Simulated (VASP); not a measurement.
Sn under changes of volume

One of the cells (27.749 Å³/atom); the others are scaled copies at fixed shape and fractional positions:

```
CELL_PARAMETERS angstrom
-1.90720 1.90720 1.90720
1.90720 -1.90720 1.90720
1.90720 1.90720 -1.90720
ATOMIC_POSITIONS crystal
Sn 0.00000 0.00000 0.00000
```

This isn't the form of Sn at room conditions, which is tetragonal (white tin).

| Quantity | Value |
| --- | --- |
| Program | VASP 6.6.1 |
| Functional | PBEsol |
| Potentials or basis | VASP PAW PBE potentials, release 64 (Sn_d) |
| Cutoff | 520 eV |
| k mesh | 10 × 10 × 10 |
| Occupations | fermi-dirac, width 0.05 eV |
| Spin | no spin polarisation |

| volume (Å³/atom) | energy over the lowest point (meV/atom) | pressure (GPa) |
| --- | --- | --- |
| 25.573 | 0.80 | 0.8 |
| 26.117 | 0.00 | -0.3 |
| 26.661 | 2.85 | -1.4 |
| 27.749 | ? | ? |
| 28.293 | 29.01 | -3.7 |
| 28.837 | 42.62 | -4.4 |

What does the run at 27.749 Å³/atom give?

Energy over the lowest point 17.67 meV/atom; pressure -3.0 GPa.

Worked out: A Birch-Murnaghan fit of order 3 (a polynomial in V^(-2/3)) to the other rows has its minimum at 25.95 Å³/atom with B0 = V·E''(V) = 52 GPa and B' = 4.6. It gives 17.66 meV/atom at 27.749 Å³/atom, against the run's 17.67, and -dE/dV = -3.0 GPa, against -3.0.

Energies are extrapolated to zero smearing.

Caveats: the PAW data sets were made with another functional, which shifts forces and pressure a little.
